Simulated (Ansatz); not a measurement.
Gas-phase electronic energies from Ansatz, PBE0-D4/def2-TZVP geometries. CCSD(T)/CBS is the MP2 limit (def2-TZVPP, def2-QZVPP) plus CCSD(T) − MP2 in def2-TZVPP, frozen cores. This one scheme is used for every species. DFT in def2-TZVPP. B3LYP here is the variant with VWN-RPA as its local correlation; programs differ in this. Each species was taken in one conformer, which may not be the lowest.

Reaction (formal exchange of groups at a C–C bond): `CC(C)=O` + `CCCC(C)=O` → `CCC(C(C)=O)C(C)=O` + CH₄

`CC(C)=O`:

```xyz
10

C    -0.586   -0.615   -0.970
C    -0.356    0.533   -0.021
C     0.756    0.360    0.980
O    -1.025    1.534   -0.061
H     0.343   -0.885   -1.479
H    -0.907   -1.498   -0.409
H    -1.349   -0.350   -1.699
H     1.715    0.287    0.457
H     0.779    1.206    1.664
H     0.630   -0.572    1.538
```

`CCCC(C)=O`:

Z-matrix (Å, degrees):
```
C
C 1 1.519
H 1 1.094 2 111.7
H 1 1.093 2 110.9 3 119.4
H 1 1.092 2 111.3 3 -120.4
C 2 1.528 1 112.8 3 -60.7
H 2 1.094 1 109.7 3 178.5
H 2 1.095 1 110.1 3 62.4
C 6 1.511 2 113.9 1 61.7
H 6 1.097 2 109.3 1 -178.1
H 6 1.092 2 110.8 1 -59.4
C 9 1.507 6 117.1 2 56.1
O 9 1.207 6 121.6 2 -123.9
H 12 1.088 9 109.7 6 167.7
H 12 1.094 9 109.6 6 -72.9
H 12 1.093 9 111.3 6 45.2
```

`CCC(C(C)=O)C(C)=O`:

Z-matrix (Å, degrees):
```
C
C 1 1.519
H 1 1.094 2 112.0
H 1 1.093 2 111.2 3 119.9
H 1 1.092 2 111.0 3 -120.2
C 2 1.523 1 112.7 3 -60.6
H 2 1.092 1 111.2 3 62.6
H 2 1.094 1 109.7 3 178.9
C 6 1.528 2 111.9 1 -175.0
C 6 1.530 2 114.3 1 65.0
H 6 1.093 2 111.0 1 -53.8
O 9 1.205 6 121.2 2 -33.1
C 9 1.499 6 115.8 2 148.2
C 10 1.501 6 117.2 2 43.1
O 10 1.206 6 120.3 2 -139.4
H 13 1.093 9 110.2 6 46.4
H 13 1.095 9 109.0 6 -70.3
H 13 1.088 9 110.5 6 169.3
H 14 1.088 10 109.5 6 167.5
H 14 1.093 10 110.6 6 45.1
H 14 1.093 10 109.9 6 -72.7
```

CH₄:

```xyz
5

C     0.000    0.000    0.000
H    -0.682   -0.095   -0.844
H    -0.195    0.937    0.521
H     1.028   -0.008   -0.361
H    -0.151   -0.834    0.684
```

CCSD(T)/CBS gives -12.8 kJ/mol.

Problem. Another level gave -12.0 kJ/mol. Which?
A. PBE0/def2-TZVPP
B. PBE0-D4/def2-TZVPP
C. B3LYP/def2-TZVPP
D. r2SCAN-D4/def2-TZVPP

Solution. B. PBE0-D4 -12.0, r2SCAN-D4 -16.7, PBE0 -4.5, B3LYP -0.4 kJ/mol.

Largest T1 diagnostic among the species: 0.014.

In def2-TZVPP, CCSD(T) changes the Hartree–Fock value by −23.0 kJ/mol (the triples alone add −4.9 kJ/mol) and MP2 by −27.0 kJ/mol. The D4 term adds −12.4 kJ/mol with B3LYP and −7.6 kJ/mol with PBE0; it sums over pairs of atoms, weighted by their polarisabilities, and B3LYP, whose exchange is more repulsive, gets the larger term.

CCSD(T)/CBS has its own doubt, a few kJ/mol and more with outer-core shells, so smaller differences from it don't rank the levels.
